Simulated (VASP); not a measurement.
# GaSe (P6_3/mmc) in VASP: notebook

One crystal, GaSe, is run at these levels: PBE+D3(BJ); tasks: relaxation of cell and atoms, vibrations by finite differences.

All numbers are computed with VASP 6.6.1; they aren't measurements. Logs are shortened: lines on timing, memory, paths and dates and some standing lists are left out, and cuts for length are marked.

## 1. The crystal as given

Symmetry: P6_3/mmc, No. 194, hexagonal system. Conventional cell: a = 3.742 Å, b = 3.742 Å, c = 15.919 Å, α = 90.00°, β = 90.00°, γ = 120.00°. Ga (site symmetry 3m) has 1 Ga at 2.32 Å and 3 Se at 2.48 Å as nearest neighbours. Se (site symmetry 3m) has 3 Ga at 2.48 Å as nearest neighbours.

## 2. Relaxation of cell and atoms, PBE+D3(BJ)

Input file INCAR:

```
PREC = Accurate ; ENCUT = 520
EDIFF = 1E-7 ; ISMEAR = 0
SIGMA = 0.02 ; LREAL = False
LASPH = True ; NELM = 60
ALGO = Normal ; ISIF = 3
LWAVE = False ; LCHARG = False
GGA = PE ; IVDW = 12
IBRION = 2 ; NSW = 80
EDIFFG = -0.002 ; KPAR = 8
```

Input file KPOINTS:

```
Automatic mesh
0
Gamma
  9 9 2
```

Input file POSCAR:

```
GaSe
1.0
    3.7420000000      0.0000000000      0.0000000000
   -1.8710000000      3.2406670600      0.0000000000
    0.0000000000      0.0000000000     15.9190000000
Ga Se
4 4
Direct
    0.3333333300      0.6666666700      0.1770000000
    0.6666666700      0.3333333300      0.6770000000
    0.3333333300      0.6666666700      0.3230000000
    0.6666666700      0.3333333300      0.8230000000
    0.3333333300      0.6666666700      0.6000000000
    0.6666666700      0.3333333300      0.1000000000
    0.3333333300      0.6666666700      0.9000000000
    0.6666666700      0.3333333300      0.4000000000
```

Potentials or basis: VASP PAW PBE potentials, release 64 (Ga, Se).

Run with:

```sh
> cat potpaw_PBE.64/Ga/POTCAR potpaw_PBE.64/Se/POTCAR > POTCAR
> mpirun -np 8 vasp_std > vasp.out
```

OUTCAR:

```text
PREC = Accurate
   ENCUT = 520
   EDIFF = 1E-7
   ISMEAR = 0
   LREAL = False
   LASPH = True
   NELM = 60
   ISIF = 3
   GGA = PE
   IVDW = 12
   IBRION = 2
   NSW = 80
   EDIFFG = -0.002
 IVDW          = 12

 ion  position               nearest neighbor table
   1  0.333  0.667  0.177-   3 2.32   6 2.48   6 2.48   6 2.48
   2  0.667  0.333  0.677-   4 2.32   5 2.48   5 2.48   5 2.48
   3  0.333  0.667  0.323-   1 2.32   8 2.48   8 2.48   8 2.48
   4  0.667  0.333  0.823-   2 2.32   7 2.48   7 2.48   7 2.48
   5  0.333  0.667  0.600-   2 2.48   2 2.48   2 2.48
   6  0.667  0.333  0.100-   1 2.48   1 2.48   1 2.48
   7  0.333  0.667  0.900-   4 2.48   4 2.48   4 2.48
   8  0.667  0.333  0.400-   3 2.48   3 2.48   3 2.48

  LATTYP: Found a hexagonal cell.
 ALAT       =     3.7420000000
 C/A-ratio  =     4.2541421700

  Lattice vectors:

 A1 = (   3.7420000000,   0.0000000000,   0.0000000000)
 A2 = (  -1.8710000000,   3.2406670600,   0.0000000000)
 A3 = (   0.0000000000,   0.0000000000,  15.9190000000)

Analysis of symmetry for initial positions (statically):
=====================================================================
 Subroutine PRICEL returns:
 Original cell was already a primitive cell.

 Routine SETGRP: Setting up the symmetry group for a
 hexagonal supercell.

 Subroutine GETGRP returns: Found 24 space group operations
 (whereof 12 operations were pure point group operations)
 out of a pool of 24 trial point group operations.

The static configuration has the point symmetry D_3d.
 The point group associated with its full space group is D_6h.

Analysis of symmetry for dynamics (positions and initial velocities):
=====================================================================
 Subroutine PRICEL returns:
 Original cell was already a primitive cell.

 Routine SETGRP: Setting up the symmetry group for a
 hexagonal supercell.

 Subroutine GETGRP returns: Found 24 space group operations
 (whereof 12 operations were pure point group operations)
 out of a pool of 24 trial point group operations.

The dynamic configuration has the point symmetry D_3d.
 The point group associated with its full space group is D_6h.

 Subroutine INISYM returns: Found 24 space group operations
 (whereof 12 operations are pure point group operations),
 and found     1 'primitive' translations

----------------------------------------------------------------------------------------

                                     Primitive cell

  volume of cell :     193.0430

  direct lattice vectors                    reciprocal lattice vectors
     3.742000000  0.000000000  0.000000000     0.267236772  0.154289222  0.000000000
    -1.871000000  3.240667060  0.000000000     0.000000000  0.308578444  0.000000000
     0.000000000  0.000000000 15.919000000     0.000000000  0.000000000  0.062818016

  length of vectors
     3.742000000  3.741999999 15.919000000     0.308578444  0.308578444  0.062818016

  position of ions in fractional coordinates (direct lattice)
     0.333333330  0.666666670  0.177000000
     0.666666670  0.333333330  0.677000000
     0.333333330  0.666666670  0.323000000
     0.666666670  0.333333330  0.823000000
     0.333333330  0.666666670  0.600000000
     0.666666670  0.333333330  0.100000000
     0.333333330  0.666666670  0.900000000
     0.666666670  0.333333330  0.400000000

  ion indices of the primitive-cell ions
   primitive index   ion index
                 1           1
                 2           2
                 3           3
                 4           4
                 5           5
                 6           6
                 7           7
                 8           8

----------------------------------------------------------------------------------------

 KPOINTS: Automatic mesh

Automatic generation of k-mesh.
 Grid dimensions read from file:
 generate k-points for:    9    9    2

 Generating k-lattice:

  Cartesian coordinates                     Fractional coordinates (reciprocal lattice)
     0.029692975  0.017143247  0.000000000     0.111111111  0.000000000  0.000000000
     0.000000000  0.034286494  0.000000000     0.000000000  0.111111111  0.000000000
     0.000000000  0.000000000  0.031409008     0.000000000  0.000000000  0.500000000

  Length of vectors
     0.034286494  0.034286494  0.031409008

  Shift w.r.t. Gamma in fractional coordinates (k-lattice)
     0.000000000  0.000000000  0.000000000

 Subroutine IBZKPT returns following result:
 ===========================================

 Found     24 irreducible k-points:

 Following reciprocal coordinates:
            Coordinates               Weight
  0.000000  0.000000  0.000000      1.000000
  0.111111 -0.000000  0.000000      6.000000
  0.222222  0.000000  0.000000      6.000000
  0.333333  0.000000  0.000000      6.000000
  0.444444  0.000000  0.000000      6.000000
  0.111111  0.111111  0.000000      6.000000
[... 16 lines left out ...]
  0.333333  0.222222  0.500000     12.000000
  0.333333  0.333333  0.500000      2.000000
   k-points           NKPTS =     24   k-points in BZ     NKDIM =     24   number of bands    NBANDS=     23
   number of dos      NEDOS =    301   number of ions     NIONS =      8
   total plane-waves  NPLWV =  94080
   dimension x,y,z NGX =    28 NGY =   28 NGZ =  120
   dimension x,y,z NGXF=    56 NGYF=   56 NGZF=  240
   ions per type =               4   4
   NGX,Y,Z   is equivalent  to a cutoff of  12.44, 12.44, 12.53 a.u.
   NGXF,Y,Z  is equivalent  to a cutoff of  24.88, 24.88, 25.06 a.u.
 SYSTEM =  unknown system
   PREC   = accura    normal or accurate (medium, high low for compatibility)
   ISTART =      0    job   : 0-new  1-cont  2-samecut
   ICHARG =      2    charge: 1-file 2-atom 10-const
   ISPIN  =      1    spin polarized calculation?
   LNONCOLLINEAR =      F non collinear calculations
   LSORBIT =      F    spin-orbit coupling
   LASPH  =      T    aspherical Exc in radial PAW
   ENCUT  =  520.0 eV  38.22 Ry    6.18 a.u.   6.96  6.96 29.60*2*pi/ulx,y,z
   NELM   =     60;   NELMIN=  2; NELMDL= -5     # of ELM steps
   EDIFF  = 0.1E-06   stopping-criterion for ELM
   LREAL  =      F    real-space projection
   EDIFFG = -.2E-02   stopping-criterion for IOM
   NSW    =     80    number of steps for IOM
   IBRION =      2    ionic relax: 0-MD 1-quasi-New 2-CG
   NFREE  =      1    steps in history (QN), initial steepest desc. (CG)
   ISIF   =      3    stress and relaxation
   ISYM   =      2    0-nonsym 1-usesym 2-fastsym
   POTIM  = 0.5000    time-step for ionic-motion
   TEBEG  =    0.0;   TEEND  =   0.0 temperature during run
   PSTRESS=    0.0 pullay stress
   NELECT =      36.0000    total number of electrons
   NUPDOWN=      -1.0000    fix difference up-down
   EMIN   =  10.00;   EMAX   =-10.00  energy-range for DOS
   EFERMI =   0.00;   METHOD = LEGACY
   ISMEAR =     0;   SIGMA  =   0.02  broadening in eV -4-tet -1-fermi 0-gaus
   EFERMI_NEDOS =   21; number of points for ismear=-14 and -15
   IALGO  =     38    algorithm
   IMIX   =      4    mixing-type and parameters
     AMIX     =   0.40;   BMIX     =  1.00
     AMIX_MAG =   1.60;   BMIX_MAG =  1.00
  volume/ion in A,a.u.               =      24.13       162.84
  Fermi-wavevector in a.u.,A,eV,Ry     =   0.935315  1.767488 11.902557  0.874813
  Thomas-Fermi vector in A             =   2.062209
   LORBIT       =      0    0 simple, 1 ext, 2 COOP (PROOUT), +10 PAW based schemes
   GGA     = PE    functional components
   LHFCALC =     F    Hartree Fock is set to
   AEXX    =    0.0000 exact exchange contribution
   IVDW    =    12    specifies the selected vdW correction
   LEPSILON=     F    determine dielectric tensor
   LRPA    =     F    only Hartree local field effects (RPA)
 conjugate gradient relaxation of ions
 non-spin polarized calculation
 Gauss-broadening in eV      SIGMA  =   0.02
  energy-cutoff  :      520.00
  volume of cell :      193.04
 maximum number of plane-waves:      5228
 NGX is ok and might be reduce to    28
   NGX = 13   NGY = 13   NGZ = 59

--------------------------------------- Ionic step        1  -------------------------------------------

 number of electron      35.9999993 magnetization

 Free energy of the ion-electron system (eV)
  ---------------------------------------------------
  ext. energy  EPLUGINS =         0.00000000
  ---------------------------------------------------
  free energy    TOTEN  =       -30.14912530 eV

  energy without entropy =      -30.14912530  energy(sigma->0) =      -30.14912530

------------------------ aborting loop because EDIFF is reached ----------------------------------------

 Edisp (eV)   -2.36874

 E8    (eV) :    -1.0412

  FORCE on cell =-STRESS in cart. coord.  units (eV):
  Direction    XX          YY          ZZ          XY          YZ          ZX
  --------------------------------------------------------------------------------------
  -------------------------------------------------------------------------------------
  Total       0.51971     0.51971     3.71834     0.00000    -0.00000     0.00000
  in kB       4.31336     4.31336    30.86070     0.00000    -0.00000     0.00000
  external pressure =       13.16 kB  Pullay stress =        0.00 kB
[... 115 lines left out ...]
  FREE ENERGIE OF THE ION-ELECTRON SYSTEM (eV)
  ---------------------------------------------------
  free  energy   TOTEN  =       -32.6422583451 eV

  energy  without entropy=      -32.6422583451  energy(sigma->0) =      -32.64225835

[... ionic steps 4 to 16 ...]

--------------------------------------- Ionic step       17  -------------------------------------------

 number of electron      35.9999998 magnetization

------------------------ aborting loop because EDIFF is reached ----------------------------------------

 Edisp (eV)   -2.31069

 E8    (eV) :    -1.0152
[... 81 lines left out ...]
  energy  without entropy=      -32.6505714529  energy(sigma->0) =      -32.65057145

--------------------------------------- Ionic step       19  -------------------------------------------

 number of electron      35.9999998 magnetization

 Free energy of the ion-electron system (eV)
  ---------------------------------------------------
  ext. energy  EPLUGINS =         0.00000000
  ---------------------------------------------------
  free energy    TOTEN  =       -30.33956512 eV

  energy without entropy =      -30.33956512  energy(sigma->0) =      -30.33956512

 E-fermi :   2.3991     XC(G=0):  -8.8574

 val. band max:        2.2990231755   @ k =   0.0000   0.0000   0.0000
 cond. band min:       3.1557103252   @ k =   0.0000   0.0000   0.0000
 fundamental gap:      0.8566871497
 Fermi energy:         2.3990612247

 k-point     1 :       0.0000    0.0000    0.0000
  band No.  band energies     occupation
      1     -11.9157      2.00000
      2     -11.7805      2.00000
      3     -11.7008      2.00000
      4     -11.5448      2.00000
      5      -4.7915      2.00000
      6      -4.3906      2.00000
[... 652 lines left out ...]
  FREE ENERGIE OF THE ION-ELECTRON SYSTEM (eV)
  ---------------------------------------------------
  free  energy   TOTEN  =       -32.6505736816 eV

  energy  without entropy=      -32.6505736816  energy(sigma->0) =      -32.65057368

 reached required accuracy - stopping structural energy minimisation
```

Wall time 7.7 min (8 MPI ranks of Intel Xeon Platinum 8259CL at 2.50GHz (Skylake/Cascade Lake), shared host); peak memory 0.43 GiB.

Results:

| Property | Result |
| --- | --- |
| Free energy | -32.6506 eV |
| Relaxed volume | 24.68 Å³/atom |
| Relaxed cell | a = 3.777 Å, b = 3.777 Å, c = 15.984 Å, α = 90.00°, β = 90.00°, γ = 120.00° |
| Space group after relaxing (to 0.05 Å) | P6_3/mmc (No. 194) |
| Energy gained by relaxing | 16.6 meV/atom |
| Ionic steps | 19 |
| Pressure after relaxing | 0.0 GPa |
| Band gap on the k mesh | 0.86 eV, direct |
| Dispersion energy per atom | -0.289 eV |

Step by step:
```
step  energy change (eV)  largest force (eV/Å)  pressure (GPa)  volume (Å³)
   1              0.0000                1.1807            1.32       193.04
   2             -0.1089                0.3637            0.25       198.61
   3             -0.1244                0.0236            0.46       197.07
   4             -0.1294                0.0528           -0.20       199.17
   5             -0.1294                0.0502           -0.18       199.09
   6             -0.1312                0.0220           -0.06       198.89
   7             -0.1314                0.0253           -0.02       198.81
   8             -0.1314                0.0276           -0.01       198.80
   9             -0.1316                0.0254           -0.02       198.73
  10             -0.1320                0.0188           -0.04       198.54
  11             -0.1325                0.0051           -0.07       198.15
  12             -0.1321                0.0232           -0.14       197.36
  13             -0.1326                0.0030           -0.09       197.92
  14             -0.1327                0.0120            0.03       197.41
  15             -0.1327                0.0097            0.01       197.51
  16             -0.1327                0.0093            0.00       197.52
  17             -0.1327                0.0021            0.00       197.47
  18             -0.1327                0.0025            0.00       197.45
  19             -0.1327                0.0002            0.00       197.44
```

Final structure:
```
Ga Se
1.0
     3.77673    0.00000    0.00000
    -1.88836    3.27074    0.00000
     0.00000    0.00000   15.98385
Ga Se
4 4
Direct
  0.33333 0.66667 0.17348
  0.66667 0.33333 0.67348
  0.33333 0.66667 0.32652
  0.66667 0.33333 0.82652
  0.33333 0.66667 0.59935
  0.66667 0.33333 0.09935
  0.33333 0.66667 0.90065
  0.66667 0.33333 0.40065
```

Caveat: an odd mesh through Γ misses points on the zone boundary, where band edges often lie. Expect the measured gap to be larger: semilocal functionals such as PBE lack the derivative discontinuity.

## 3. Relaxation of cell and atoms, PBE+D3(BJ)

This run uses another cell than the first one, of 24.68 Å³/atom, 1.023 times its volume.

INCAR is that of step 2.

KPOINTS is that of step 2.

Input file POSCAR:

```
GaSe                                    
1.0
    3.7767290239      0.0000000000      0.0000000000
   -1.8883645120      3.2707432769     -0.0000000000
   -0.0000000000     -0.0000000000     15.9838541238
  Ga              Se            
     4     4
Direct
     0.3333333300000021    0.6666666699999979    0.1734816006892365
     0.6666666699999979    0.3333333300000021    0.6734816006892365
     0.3333333300000021    0.6666666699999979    0.3265183993107637
     0.6666666699999979    0.3333333300000021    0.8265183993107635
     0.3333333300000021    0.6666666699999979    0.5993522010292672
     0.6666666699999979    0.3333333300000021    0.0993522010292674
     0.3333333300000021    0.6666666699999979    0.9006477989707328
     0.6666666699999979    0.3333333300000021    0.4006477989707325
```

Potentials or basis: VASP PAW PBE potentials, release 64 (Ga, Se).

Run with:

```sh
> cat potpaw_PBE.64/Ga/POTCAR potpaw_PBE.64/Se/POTCAR > POTCAR
> mpirun -np 8 vasp_std > vasp.out
```

Wall time 46 s (8 MPI ranks of Intel Xeon Platinum 8259CL at 2.50GHz (Skylake/Cascade Lake), shared host); peak memory 0.4 GiB.

Results (log left out):

* Free energy: -32.6507 eV
* Pressure after relaxing: 0.0 GPa
* Band gap on the k mesh: 0.86 eV, direct
* Dispersion energy per atom: -0.289 eV

Final structure:
```yaml
crystal:
  lattice:
    - [3.77673, 0.00000, 0.00000]
    - [-1.88836, 3.27074, 0.00000]
    - [0.00000, 0.00000, 15.98385]
  atoms:
    - { symbol: Ga, position: [0.33333, 0.66667, 0.17348] }
    - { symbol: Ga, position: [0.66667, 0.33333, 0.67348] }
    - { symbol: Ga, position: [0.33333, 0.66667, 0.32652] }
    - { symbol: Ga, position: [0.66667, 0.33333, 0.82652] }
    - { symbol: Se, position: [0.33333, 0.66667, 0.59935] }
    - { symbol: Se, position: [0.66667, 0.33333, 0.09935] }
    - { symbol: Se, position: [0.33333, 0.66667, 0.90065] }
    - { symbol: Se, position: [0.66667, 0.33333, 0.40065] }
```

Levels at points of the mesh, in eV from the valence-band top:
```
           k point  band 14  band 15  band 16  band 17  band 18  band 19  band 20  band 21  band 22  band 23
(0.00, 0.00, 0.00)    -1.33    -1.33    -1.20    -1.20     0.00     0.86     1.87     2.14     2.25     3.92
(0.00, 0.00, 0.50)    -1.24    -1.24    -1.24    -0.90    -0.90     1.52     1.52     2.18     2.18     3.96
```

Caveat: the relaxation stopped at its first step, so nothing moved; an odd mesh through Γ misses points on the zone boundary, where band edges often lie.

(Continued in part 2 of 2.)
